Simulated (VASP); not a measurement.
The system is Cs.

```
CELL_PARAMETERS angstrom
-2.75008 2.75008 4.09724
2.75008 -2.75008 4.09724
2.75008 2.75008 -4.09724
ATOMIC_POSITIONS crystal
Cs 0.00000 0.00000 0.00000
```

This isn't the form of Cs at room conditions, which is bcc.

| Item | Value |
| --- | --- |
| Program | VASP 6.6.1 |
| Task | single point |
| Functional | PBE |
| Potentials or basis | VASP PAW PBE potentials, release 64 (Cs_sv) |
| Cutoff | 900 eV |
| k mesh | 12 × 12 × 12 |
| Occupations | methfessel-paxton, width 0.05 eV |
| Spin | no spin polarisation |

On this cell: pressure -0.1 GPa; band gap on the k mesh none (metal or under the smearing width).

The same run follows on a disturbed copy (grid = ENCUT=900 k=12x12x12 ISMEAR=1 SIGMA=0.05 PREC=Accurate EDIFF=1e-08 LREAL=False ADDGRID=False LASPH=True; cell strained at random at fixed volume):

```xyz
1
Lattice="-2.6529 2.7200 3.9488 2.8834 -2.6988 4.0893 2.7318 2.7778 -3.9346" Properties=species:S:1:pos:R:3 pbc="T T T"
Cs    0.0193   -0.0155    0.0828
```

Question: What changes?

Answer: The energy (extrapolated to zero smearing) moves by +1.2 meV/atom; pressure -0.1 GPa; band gap on the k mesh none (metal or under the smearing width).

Stress tensor (GPa, compression positive):
```
-0.12  0.00 -0.07
 0.00 -0.06 -0.01
-0.07 -0.01 -0.10
```
